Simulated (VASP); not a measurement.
Input for VASP

**KPOINTS**
```
Automatic mesh
0
Gamma
1 1 1
0 0 0
```

### INCAR
```
SYSTEM = InCuS2
PREC = Accurate; ENCUT = 300; LREAL = .FALSE.
LASPH = .TRUE.
EDIFF = 1E-6; NELM = 100; ALGO = Normal
LMAXMIX = 4
ISMEAR = -1; SIGMA = 0.05
GGA = PE
ISIF = 2
LWAVE = .FALSE.; LCHARG = .FALSE.
```

POSCAR:
```
InCuS2
1
   -2.8016030000     2.8016030000     5.6465310000
    2.8016030000    -2.8016030000     5.6465310000
    2.8016030000     2.8016030000    -5.6465310000
In Cu S
2 2 4
Direct
  0.5000000000   0.5000000000   0.0000000000
  0.2500000000   0.7500000000   0.5000000000
  0.7500000000   0.2500000000   0.5000000000
  0.0000000000   0.0000000000   0.0000000000
  0.8750000000   0.9038000000   0.5288000000
  0.0962000000   0.6250000000   0.9712000000
  0.3750000000   0.3462000000   0.4712000000
  0.6538000000   0.1250000000   0.0288000000
```

POTCAR, in this order: In_d Cu S (PBE.64 set). Program: vasp_std.

Problem. Write an equivalent input for Ansatz.

Solution. One equivalent input (not run):
Ansatz 0.2 input:
```yaml
crystal:
  lattice:
    - [-2.8016030, 2.8016030, 5.6465310]
    - [2.8016030, -2.8016030, 5.6465310]
    - [2.8016030, 2.8016030, -5.6465310]
  atoms:
    - { symbol: In, position: [0.5000000, 0.5000000, 0.0000000] }
    - { symbol: In, position: [0.2500000, 0.7500000, 0.5000000] }
    - { symbol: Cu, position: [0.7500000, 0.2500000, 0.5000000] }
    - { symbol: Cu, position: [0.0000000, 0.0000000, 0.0000000] }
    - { symbol: S, position: [0.8750000, 0.9038000, 0.5288000] }
    - { symbol: S, position: [0.0962000, 0.6250000, 0.9712000] }
    - { symbol: S, position: [0.3750000, 0.3462000, 0.4712000] }
    - { symbol: S, position: [0.6538000, 0.1250000, 0.0288000] }
kpoints:
  mp_grid: { grid: [1, 1, 1] }
hamiltonian:
  xc: pbe
  pseudopotentials: { kind: paw }
scf:
  occupations: { method: fermi_dirac, width: 0.05 }
  max_iter: 100
output: { forces: true, stress: true, eigenvalues: true }
```
Limits of the translation: each code has its own PAW files, so the cut-off isn't converted (ENCUT is set for VASP's; basis.ecutwfc is left out, and Ansatz then takes the one that its files recommend); Ansatz stops its SCF on the density residual and VASP on the energy change (EDIFF).

The structure comes from a computed database's InCuS2 entry; how it stands against other phases isn't given here. The cell was not relaxed at this level. The k-mesh is coarse (spacing up to 1.59 per Å, 2π included), so the numbers may not be converged in it. The run is one of a series of settings (KPOINTS 1×1×1 Γ-centred mesh against the base run), some of them coarse on purpose.
